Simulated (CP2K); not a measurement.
BP in CP2K: the effect of functional

BP:

```
P B
1.0
     3.20885    0.00000    0.00000
     1.60443    2.77895    0.00000
     1.60443    0.92632    2.62002
P B
1 1
Direct
  0.75000 0.75000 0.75000
  0.00000 0.00000 0.00000
```

Alike in all runs:

```yaml
Program: CP2K 2026.2
Task: atomic charges
Potentials_or_basis: POTENTIAL_UZH P GTH-PBE-q5, B GTH-PBE-q3; TZVP-MOLOPT-PBE-GTH basis
Density_cutoff: 9184 eV
k_mesh: 10 × 10 × 10
Occupations: fermi-dirac, width 0.05 eV
Spin: no spin polarisation
```

```csv
functional,gap on the mesh (eV),pressure (GPa)
PBE,1.37,0.3
LDA,1.21,-1.1
PBEsol,1.23,-1.2
optB88-vdW,1.52,1.1
HLE16,?,?
revPBE,1.41,0.8
TPSS,1.49,0.8
```

**Question.** What does the run with functional HLE16 give?

**Answer.** gap on the mesh 1.87 eV; pressure -31.0 GPa.

Caveats: the basis of atomic orbitals isn't converged, which shifts pressures, moduli and gaps; the potentials were made for another functional, which shifts forces and pressure (some runs); the potentials were made for a functional far from this one (some runs); the cell as given lies far from equilibrium (some runs).

A k mesh can miss the band edges.
